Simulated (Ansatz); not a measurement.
Al2Cu: enthalpy against pressure

Al2Cu, Fm-3m, a = 5.726 Å. The structure is a Materials Project entry; whether it is the stable form wasn't checked. Ansatz: PBEsol, PAW, 420 eV, Γ-centred 14×14×14 mesh on 3 atoms, Gaussian smearing 0.10 eV; no spin polarisation. Cell and atoms are relaxed at each pressure, and no other structure is tried, so the rows at high pressure may lie past a change of phase. y is the enthalpy over the state at zero pressure; there V0 = 15.648 Å³/atom. The pressures are the targets, met within 0.07 GPa.

| P (GPa) | y (eV/atom) |
| --- | --- |
| -1.0 | -0.0981 |
| 0.0 | 0.0000 |
| 1.0 | 0.0972 |
| 4.0 | 0.3836 |
| 12.0 | 1.1154 |
| 25.0 | 2.2285 |
| 50.0 | ? |
| 90.0 | 7.0017 |

Problem. Fit y = c1 P + c2 P² + c3 P³ to the other rows, say what c1 and c2 mean, and predict the missing value.

Solution. Least squares on the rows shown. y = 0.097073 P − 0.00035740 P² + 1.5913×10⁻⁶ P³. Since dH/dP = V, c1 is V0: 0.097073 eV/GPa × 160.2 = 15.551 Å³ against 15.648; c2 = −V0/(2B0) gives B0 = 136 GPa, where a Birch–Murnaghan fit to the volumes of the same runs (not shown) gives 105 GPa: a cubic over this range folds the higher terms into c2. Above P = −c2/(3 c3) = 75 GPa the cubic's slope, the volume, would rise with pressure, so the form fails there. At P = 50.0 the fit asked for gives 4.1591 eV/atom. The run gave 4.1880 eV/atom, so the fit is 0.0289 eV/atom too low, 0.41 % of the span of the series, against an rms of 0.0006 eV/atom on the fitted rows. With a term in P⁴ added, a fit to the same known rows predicts 4.2106 eV/atom, a smaller miss on the other side.

The mesh isn't the same in all rows (14×14×14, 16×16×16).